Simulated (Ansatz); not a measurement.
# Ga (P2_1/m) in Ansatz: settings compared

The runs below take Ga through relaxation of cell and atoms, single point, with HSE03, HF, r2SCAN0, r2SCANh.

All numbers are computed with Ansatz 0.2.0; they aren't measurements. Logs are shortened: lines on timing, memory, paths and dates and some standing lists are left out, and cuts for length are marked.

## Step 1: Starting point

The structure is monoclinic, space group P2_1/m (No. 11). Conventional cell: a = 2.778 Å, b = 3.282 Å, c = 4.210 Å, α = 90.00°, β = 108.61°, γ = 90.00°. Ga (site symmetry m) is surrounded by 8 Ga at 2.71 to 2.84 Å.

This isn't the form of Ga at room conditions, which is orthorhombic.

## Step 2: Relaxation of cell and atoms, HSE03

Input file input.yaml:

```yaml
crystal:
  lattice:
    - [2.7784220849, 0.0, 0.0]
    - [0.0, 3.28160879, 0.0]
    - [-1.3434310986, 0.0, 3.9902731763]
  atoms:
    - { symbol: Ga, position: [0.13459627, 0.75, 0.77016683] }
    - { symbol: Ga, position: [0.86540373, 0.25, 0.22983317] }
hamiltonian:
  xc: { exchange: pbe, correlation: pbe, exx: { coeff: 0.25, omega: 0.3 } }
  pseudopotentials: { kind: paw }
kpoints:
  mp_grid: { grid: [5, 4, 4] }
scf:
  occupations: { method: fermi_dirac, width: 0.05 }
output:
  forces: true
  stress: true
  eigenvalues: true
relax:
  f_tol: 0.01
  max_steps: 40
  cell: { stress_tol: 0.05 }
```

Potentials or basis: Ansatz PAW.

Command:

```console
$ ansatz run input.yaml --threads 2 --pin off --max-ram 5632MiB --backend cpu --events-out ev --progress --plain --runs-dir out
```

The program printed:

```text
Warning: RAYON_NUM_THREADS=2 ignored (pool sized by the plan → 2); use --threads N
Engine: ansatz 0.2.0, x86_64-unknown-linux-gnu
Pseudopotentials: kind: paw
Pseudopotential: Ga, paw, valence charge 13, recommended cutoff 420 eV (normal), Ga.paw.azcp
Functional definition: unnamed
  parameter a_1 = 0.25
  parameter omega_1 = 0.3/angstrom
  exchange = pbe_x + (-a_1)*pbe_x_sr(omega_1) + a_1*exact_x_sr(omega_1)
  correlation = pbe_c
Crystal: 2 atoms, lattice volume = 36.382 Å³
Basis set: ecut = 420 eV, 699 PW (Γ), exchange–correlation on 40×48×60 points (8 copies of the dense FFT grid, shifted against one another)
Bands: 17, of which v1, the nominal top of the filled ones, is band 13 counted from 1 (12 counted from 0)
Symmetry: 4 space group operations
Space group: P21/m (ITA 11), of the structure as read, at distance tolerance 3.3e-5 Å
k-points: 33 of 80
Non-local potential: Ga, projectors of the file, l = 0: 2, l = 1: 2, l = 2: 3, l = 3: 1
PAW form: soft (Blöchl's): semilocal exchange-correlation on the pseudo side does not see the compensation charge
PAW frozen core: Ga, regenerated for the run's functional, and the local potential with it (the file was generated under x = pbe(κ = 0.804, μ = 0.2195149727645171), c = pbe(β = 0.06672455060314922))
PAW one-centre angular grid: Ga, 590 points (default); XC on 64 Gauss nodes
Initial density: superposition of atomic densities (neutral atoms: chi_scale 0, normalization atom), corrected by the library's trained network
Initial wavefunctions: pseudopotential atomic-orbital guess
Functional: x = pbe(κ = 0.804, μ = 0.2195149727645171), c = pbe(β = 0.06672455060314922), warm-up for x = pbe(κ = 0.804, μ = 0.2195149727645171) + 0.25 (exact − pbe) at short range (hse, ω = 0.3 Å⁻¹), c = pbe(β = 0.06672455060314922)
SCF iter   1: F=—  HF=-7566.098837 eV  |F-HF|=—  |Δ(HF+E_count)|=         —  Δρ=1.27e-3  dr2=4.27e-4  ethr=1.77e-3  ⟨swp⟩=5.9  Hψ=2184  notcnv=0
preconditioner: auto → none  [insulator: Δε(μ)=0.178 eV  Ē_g=17.370 eV  σ=0.050 eV  W_gap=0.63  n_scr=12 (ndim 8)  ℏωp=31.4 eV  f_vac=0.000  D(μ)=0.56/eV (n_scr^D=2)]
SCF iter   2: F=—  HF=-7566.099077 eV  |F-HF|=—  |Δ(HF+E_count)|=   2.40e-4  Δρ=7.63e-4  dr2=1.01e-4  ethr=1.64e-6  ⟨swp⟩=4.0  Hψ=1625  notcnv=0
iter 3 solved again at ethr=3.37e-8 eV; its pass at ethr=3.88e-7 eV (dr2=8.77e-6 eV) is discarded
SCF iter   3: F=—  HF=-7566.099131 eV  |F-HF|=—  |Δ(HF+E_count)|=   5.47e-5  Δρ=1.81e-4  dr2=8.56e-6  ethr=3.37e-8  ⟨swp⟩=2.7  Hψ=2388  notcnv=0
SCF iter   4: F=—  HF=-7566.099130 eV  |F-HF|=—  |Δ(HF+E_count)|=   1.73e-6  Δρ=3.66e-5  dr2=2.97e-7  ethr=3.29e-8  ⟨swp⟩=4.0  Hψ=1757  notcnv=0
SCF iter   5: F=—  HF=-7566.099130 eV  |F-HF|=—  |Δ(HF+E_count)|=   1.05e-7  Δρ=7.58e-6  dr2=4.96e-8  ethr=1.14e-9  ⟨swp⟩=3.2  Hψ=1107  notcnv=0
SCF iter   6: F=—  HF=-7566.099130 eV  |F-HF|=—  |Δ(HF+E_count)|=   1.60e-8  Δρ=1.49e-6  dr2=4.66e-10  ethr=1.91e-10  ⟨swp⟩=3.0  Hψ=1073  notcnv=0
SCF iter   7: F=—  HF=-7566.099130 eV  |F-HF|=—  |Δ(HF+E_count)|=  7.74e-10  Δρ=7.77e-7  dr2=1.32e-10  ethr=1.79e-12  ⟨swp⟩=4.0  Hψ=1770  notcnv=0
SCF iter   8: F=-7566.099130 eV  HF=-7566.099130 eV  |F-HF|=1.82e-12  |Δ(HF+E_count)|=  1.27e-11  Δρ=1.63e-7  dr2=6.34e-12  ethr=1.00e-12  ⟨swp⟩=2.4  Hψ=1014  notcnv=0
SCF 1 converged in 8 iterations: F = -7566.099130 eV  dr2 = 6.34e-12
Initial density: handed on by an earlier stage of this run
Initial wavefunctions: those handed on with the density
Functional: x = pbe(κ = 0.804, μ = 0.2195149727645171) + 0.25 (exact − pbe) at short range (hse, ω = 0.3 Å⁻¹), c = pbe(β = 0.06672455060314922)
Exchange kernel: α = 0.2500, screened, ω = 0.3000 Å⁻¹, Wigner–Seitz truncation, v(0) = 501.9184 eV·Å³, q-mesh 5×4×4, nearest image of the exchange supercell L = 13.13 Å, pair-density grid 18×18×24, without the augmentation charges, whose exchange is taken in its separable form by FFT convolution over the k-point mesh (sized by the pseudopotential files, 18×24×27 at the most), smooth part of the exact exchange by density-matrix convolution
Frozen-core exchange: fock
iter 1 solved again at ethr=9.06e-5 eV; its pass at ethr=1.00e-1 eV (dr2=2.36e-2 eV) is discarded
SCF iter   1: F=—  HF=-7566.950876 eV  |F-HF|=—  |Δ(HF+E_count)|=         —  Δρ=1.80e-2  dr2=4.98e-2  ethr=9.06e-5  ⟨swp⟩=4.1  Hψ=3174  notcnv=0
eigensolver tolerance schedule calibrated: the retry pair's looser diagonalisation under-reported the residual by θ = 0.48 (0.16/decade); ethr = c·dr2/N_el runs at the constant in force after the calibration composes with the one it found (an armed cap, an earlier calibration), c = 4.0e-2
preconditioner: auto → none  [insulator: Δε(μ)=0.188 eV  Ē_g=20.309 eV  σ=0.050 eV  W_gap=0.65  n_scr=12 (ndim 8)  ℏωp=31.4 eV  f_vac=0.000  D(μ)=0.53/eV (n_scr^D=2)]
SCF iter   2: F=—  HF=-7566.921924 eV  |F-HF|=—  |Δ(HF+E_count)|=   2.90e-2  Δρ=2.40e-3  dr2=1.56e-3  ethr=7.00e-5  ⟨swp⟩=4.0  Hψ=1897  notcnv=0
SCF iter   3: F=—  HF=-7566.928743 eV  |F-HF|=—  |Δ(HF+E_count)|=   6.82e-3  Δρ=3.74e-3  dr2=1.60e-3  ethr=1.53e-6  ⟨swp⟩=4.0  Hψ=2006  notcnv=0
SCF iter   4: F=—  HF=-7566.928788 eV  |F-HF|=—  |Δ(HF+E_count)|=   4.52e-5  Δρ=1.50e-3  dr2=3.08e-4  ethr=1.53e-6  ⟨swp⟩=3.0  Hψ=1327  notcnv=0
SCF iter   5: F=—  HF=-7566.928847 eV  |F-HF|=—  |Δ(HF+E_count)|=   5.94e-5  Δρ=3.25e-5  dr2=1.24e-5  ethr=3.73e-7  ⟨swp⟩=3.0  Hψ=1082  notcnv=0
[... 276 lines left out ...]
hybrid outer 3: dexx = +6.137e-10 eV, tail = 5.37e-11 eV, Δε = 1.31e-5 eV (about 6.05e-7 eV left of the loop's levels), ΔF = 2.46e-3 eV/Å (tail 5.21e-4)
relax step   7: F+E_penalty+E_count = -7566.95710500 eV  Δ(F+E_penalty+E_count) = +2.962e-6 eV  max|allowed force component| = 1.029e-3 eV/Å  Δτ_max = 0.0035 Å  P = -0.001 GPa  Ω = 37.597 Å³  energy of the carried Pulay correction = -7.771e-4 eV  (16 SCF iters, accepted)
Exchange kernel: α = 0.2500, screened, ω = 0.3000 Å⁻¹, Wigner–Seitz truncation, v(0) = 502.0865 eV·Å³, q-mesh 5×4×4, nearest image of the exchange supercell L = 13.60 Å, pair-density grid 15×18×20, without the augmentation charges, whose exchange is taken in its separable form by FFT convolution over the k-point mesh (sized by the pseudopotential files, 18×24×27 at the most), smooth part of the exact exchange by density-matrix convolution
Frozen-core exchange: fock
iter 1 solved again at ethr=2.46e-8 eV; its pass at ethr=1.00e-1 eV (dr2=6.38e-6 eV) is discarded
SCF iter   1: F=—  HF=-7566.957344 eV  |F-HF|=—  |Δ(HF+E_count)|=         —  Δρ=8.76e-4  dr2=7.39e-6  ethr=2.46e-8  ⟨swp⟩=13.9  Hψ=4152  notcnv=9
preconditioner: auto → none  [insulator: Δε(μ)=0.420 eV  Ē_g=20.108 eV  σ=0.050 eV  W_gap=0.75  n_scr=12 (ndim 8)  ℏωp=30.9 eV  f_vac=0.000  D(μ)=0.38/eV (n_scr^D=0)]
SCF iter   2: F=—  HF=-7566.957713 eV  |F-HF|=—  |Δ(HF+E_count)|=   3.69e-4  Δρ=4.39e-4  dr2=2.46e-6  ethr=2.46e-8  ⟨swp⟩=2.2  Hψ=999  notcnv=0
iter 3 solved again at ethr=6.49e-11 eV; its pass at ethr=6.88e-9 eV (dr2=1.69e-8 eV) is discarded
SCF iter   3: F=—  HF=-7566.957832 eV  |F-HF|=—  |Δ(HF+E_count)|=   1.19e-4  Δρ=3.70e-5  dr2=2.60e-8  ethr=6.49e-11  ⟨swp⟩=4.0  Hψ=2777  notcnv=0
SCF iter   4: F=—  HF=-7566.957834 eV  |F-HF|=—  |Δ(HF+E_count)|=   2.52e-6  Δρ=8.52e-6  dr2=1.26e-8  ethr=5.96e-11  ⟨swp⟩=5.2  Hψ=1930  notcnv=0  defer=37
SCF iter   5: F=—  HF=-7566.957834 eV  |F-HF|=—  |Δ(HF+E_count)|=   4.79e-8  Δρ=5.53e-6  dr2=5.78e-9  ethr=4.83e-11  ⟨swp⟩=4.5  Hψ=1861  notcnv=0  defer=9
SCF iter   6: F=-7566.957749 eV  HF=-7566.957834 eV  |F-HF|=8.53e-5  |Δ(HF+E_count)|=   6.07e-9  Δρ=2.74e-6  dr2=2.88e-10  ethr=2.22e-11  ⟨swp⟩=3.1  Hψ=1345  notcnv=0  defer=2
SCF 26 stopped early in 6 iterations: F = -7566.957749 eV  dr2 = 2.88e-10
  Residual-converged pass: ⟨swp⟩=3.0  Hψ=1106  notcnv=0  max |occ|·‖R‖ = 5.3e-7 eV (tolerance 5.4e-7 eV)  dr2=2.96e-10  dr2_onsite=3.75e-10  max |Δocc| = 8.0e-12
hybrid outer 1: dexx = +2.469e-6 eV, tail = 2.47e-6 eV
Exchange kernel: α = 0.2500, screened, ω = 0.3000 Å⁻¹, Wigner–Seitz truncation, v(0) = 502.0865 eV·Å³, q-mesh 5×4×4, nearest image of the exchange supercell L = 13.60 Å, pair-density grid 15×18×20, without the augmentation charges, whose exchange is taken in its separable form by FFT convolution over the k-point mesh (sized by the pseudopotential files, 18×24×27 at the most), smooth part of the exact exchange by density-matrix convolution
Frozen-core exchange: fock
SCF iter   1: F=—  HF=-7566.957750 eV  |F-HF|=—  |Δ(HF+E_count)|=         —  Δρ=2.85e-6  dr2=1.47e-9  ethr=4.82e-10  ⟨swp⟩=9.1  Hψ=1743  notcnv=0
preconditioner: auto → none  [insulator: Δε(μ)=0.419 eV  Ē_g=19.870 eV  σ=0.050 eV  W_gap=0.75  n_scr=12 (ndim 8)  ℏωp=30.9 eV  f_vac=0.000  D(μ)=0.38/eV (n_scr^D=0)]
SCF iter   2: F=—  HF=-7566.957750 eV  |F-HF|=—  |Δ(HF+E_count)|=  3.99e-10  Δρ=5.26e-7  dr2=3.85e-11  ethr=5.61e-12  ⟨swp⟩=4.0  Hψ=1750  notcnv=0
SCF iter   3: F=—  HF=-7566.957750 eV  |F-HF|=—  |Δ(HF+E_count)|=  2.91e-11  Δρ=1.95e-7  dr2=3.07e-11  ethr=1.00e-12  ⟨swp⟩=2.0  Hψ=991  notcnv=0
SCF iter   4: F=—  HF=-7566.957750 eV  |F-HF|=—  |Δ(HF+E_count)|=  4.46e-10  Δρ=2.81e-7  dr2=1.63e-11  ethr=1.00e-12  ⟨swp⟩=3.6  Hψ=1403  notcnv=0
SCF iter   5: F=-7566.957750 eV  HF=-7566.957750 eV  |F-HF|=9.09e-13  |Δ(HF+E_count)|=  1.91e-11  Δρ=4.19e-8  dr2=1.01e-12  ethr=1.00e-12  ⟨swp⟩=2.0  Hψ=993  notcnv=0
SCF 27 converged in 5 iterations: F = -7566.957750 eV  dr2 = 1.01e-12
  Residual-converged pass: ⟨swp⟩=4.0  Hψ=1834  notcnv=0  max |occ|·‖R‖ = 8.0e-9 eV (tolerance 1.0e-8 eV)  dr2=1.05e-12  dr2_onsite=1.90e-12  max |Δocc| = 9.3e-14
hybrid outer 2: dexx = +4.292e-10 eV, tail = 6.58e-11 eV, Δε = 1.91e-4 eV (about 8.43e-6 eV left of the loop's levels), ΔF = 3.32e-5 eV/Å (tail 3.92e-5)
relax step   8: F+E_penalty+E_count = -7566.95774981 eV  Δ(F+E_penalty+E_count) = -6.448e-4 eV  max|allowed force component| = 1.066e-3 eV/Å  Δτ_max = 0.0000 Å  P = -0.013 GPa  Ω = 37.597 Å³  stress off target by 3.67e-2 GPa  SCF on the basis re-selected at this cell (its energy is not comparable with the rows above)  (11 SCF iters)
basis re-selected at this cell: Δ(F+E_penalty+E_count) = -6.448e-4 eV, ΔP = -0.012 GPa vs the last step (what re-selecting the basis moved, of the pressure what is left beyond the Pulay correction that the steps carried, after the strain that the cell walked since its last selection, with what the two solves' SCF thresholds leave and, on support functions, any second-order correction that the steps lacked; it is no measure of the basis error at this ecutwfc). This SCF's stress stands 3.67e-2 GPa from its target on what of the cell is left free (relax.cell.stress_tol is 5.00e-2 GPa) and its largest allowed force component is 1.07e-3 eV/Å (relax.f_tol is 1.00e-2 eV/Å): within both
hybrid SCF converged: 2 outer / 11 inner (+0 warm-up), last move |dexx| = 4.29e-10 eV, tail = 6.58e-11 eV
Stability not checked: this state was not tested for a lower state beside it, because the functional holds exact exchange (a hybrid, or Hartree-Fock), whose exchange loop this test does not read (fock_operator; see scf.lower_state_search)
Free energy (F): -7566.957750 eV
Frozen-core exchange: fock
Harris-Foulkes:  -7566.957750 eV  (|F-HF|=9.09e-13)
Internal energy: -7566.954853 eV  (E = F + TS)
E sigma→0 (E₀):  -7566.956302 eV
Entropy (-TS):   -0.002897 eV (-1.448 meV/atom)
Fermi energy:    9.619829 eV
--- Per-component energies (eV) ---
  E_band       = -131.126941
  E_kinetic    = 228.063435
  E_local      = -3619.386119  (includes V_loc(G=0)·N_el)
  E_nonlocal   = 846.896613
  E_hartree    = 1706.395602
  E_xc         = -113.663800
  E_vxc        = -94.848668  (∫ρ·V_xc dr)
  E_exx        = -91.013477  (= α·E_x^exact, valence–valence)
  E_paw        = -3909.171006  (= ΣΔE_a)
  E_vpaw       = -722.616174  (= ΣTr[D̂ρ^β])
  E_aug_tail   = -0.000234  (compensation charges beyond the density's cutoff)
  E_ewald      = -2615.263267
  E_core_change = 0.187401  (= ΣΔE_core)
  E_smearing   = -0.002897  (= −TS)
  E_closure    = -0.000001  (closes the sum)
  Σ components = -7566.957750   (vs F -7566.957750, Δ=0.00e0)
--- Forces (eV/Å), atoms counted from 1 ---
  atom   1  Ga    -0.00028039    -0.00000000     0.00106613
  atom   2  Ga     0.00028039     0.00000000    -0.00106613
  max |Σ_I F_I| component: 0.00e0 eV/Å
--- Stress (GPa, compression-positive) ---
        0.005827       0.000000      -0.024773
        0.000000      -0.036719       0.000000
       -0.024773       0.000000      -0.008386
  P = ⅓ Tr σ = -0.0131 GPa (-0.131 kbar)
--- Band table (eV; the first three rows and the last of 33) ---
  k-point 0: bands = ["-8.2089", "-8.1902", "-8.1278", "-8.1274", "-7.9071", "-7.8984", "-7.8494", "-7.8432", "-7.8193", "-7.6989", "-2.6793", "7.8995", "8.6952", "11.0568", "14.9695", "19.3384", "20.5595"]
  k-point 1: bands = ["-8.2212", "-8.1428", "-8.1170", "-8.0488", "-7.9451", "-7.9327", "-7.8602", "-7.8191", "-7.7982", "-7.7783", "-2.0017", "3.6469", "11.8057", "13.0670", "16.5137", "17.5557", "17.8676"]
  k-point 2: bands = ["-8.2496", "-8.0440", "-8.0011", "-7.9885", "-7.9709", "-7.9501", "-7.9479", "-7.9373", "-7.7990", "-7.7685", "-0.3481", "0.6191", "13.5148", "14.6372", "15.6695", "16.0684", "17.1975"]
  k-point 32: bands = ["-8.1730", "-8.1730", "-8.0303", "-8.0303", "-7.9388", "-7.9388", "-7.8691", "-7.8691", "-7.7448", "-7.7448", "4.4735", "4.4735", "10.5955", "10.5955", "12.4118", "12.4118", "15.0831"]
--- Relaxed structure (7 steps of the walk, 7 accepted, 1 SCFs on fresh bases) ---
  F+E_penalty+E_count = -7566.95774981 eV   max|allowed force component| = 1.066e-3 eV/Å   (the final SCF, on the basis selected at the relaxed cell)
  cell:  # Å, volume = 37.5966 Å³
    - [2.81987663465935, -1.103487911757127e-17, -0.00039869433360505737]
    - [-1.3033353177551e-17, 3.399002799027612, -2.60667063551017e-17]
    - [-1.3640479195435897, -2.636020096273936e-17, 3.9227249680000122]
  atoms:
    - { symbol: Ga, position: [0.14724398902121477, 0.7500000000000001, 0.7712114406222422] }
    - { symbol: Ga, position: [0.8527560109787853, 0.25000000000000006, 0.22878855937775758] }
```

Run time: 3.3 min. Hardware: 2 threads of Intel Xeon Platinum 8259CL at 2.50GHz (Skylake/Cascade Lake), shared host; peak memory 0.91 GiB.

Results:

```
Free energy                            : -7566.9577 eV
Relaxed volume                         : 18.80 Å³/atom
Relaxed cell                           : a = 2.820 Å, b = 3.399 Å, c = 4.153 Å, α = 90.00°, β = 109.18°, γ = 90.00°
Space group after relaxing (to 0.05 Å) : P2_1/m (No. 11)
Energy gained by relaxing              : 14.4 meV/atom
Ionic steps                            : 8
Pressure after relaxing                : 0.0 GPa
Band gap on the k mesh                 : none (metal or under the smearing width)
```

The path:
| step | energy change (eV) | largest force (eV/Å) | volume (Å³) |
| --- | --- | --- | --- |
| 1 | 0.0000 | 0.0231 | 36.38 |
| 2 | -0.0223 | 0.0357 | 37.53 |
| 3 | -0.0271 | 0.0351 | 37.74 |
| 4 | -0.0275 | 0.0285 | 37.63 |
| 5 | -0.0280 | 0.0151 | 37.53 |
| 6 | -0.0282 | 0.0063 | 37.55 |
| 7 | -0.0282 | 0.0011 | 37.60 |
| 8 | -0.0289 | 0.0011 | 37.60 |

Final structure:
```yaml
crystal:
  lattice:
    - [2.81988, 0.00000, -0.00040]
    - [0.00000, 3.39900, 0.00000]
    - [-1.36405, 0.00000, 3.92272]
  atoms:
    - { symbol: Ga, position: [0.14724, 0.75000, 0.77121] }
    - { symbol: Ga, position: [0.85276, 0.25000, 0.22879] }
```

Levels at points of the mesh, in eV from the Fermi level:
| k point | band 11 | band 12 | band 13 | band 14 | band 15 | band 16 |
| --- | --- | --- | --- | --- | --- | --- |
| (0.00, 0.00, 0.00) | -12.30 | -1.72 | -0.92 | 1.44 | 5.35 | 9.72 |
| (0.00, 0.00, -0.50) | -9.97 | -9.00 | 3.89 | 5.02 | 6.05 | 6.45 |
| (0.00, -0.50, 0.00) | -8.60 | -8.60 | 2.21 | 2.21 | 3.49 | 3.49 |
| (0.00, -0.50, -0.50) | -6.52 | -6.52 | -4.62 | -4.62 | 11.05 | 11.05 |

Caveat: the k mesh is coarse (spacing up to 0.48 Å⁻¹), so the values aren't converged, least of all with exact exchange; the plane-wave basis is chosen anew once the cell has moved, so the energies of steps on either side of that aren't comparable; the PAW data sets come from PBE, with cores solved anew for the run's functional, which leaves a small shift of forces and pressure.

[end of part 1 of 2]
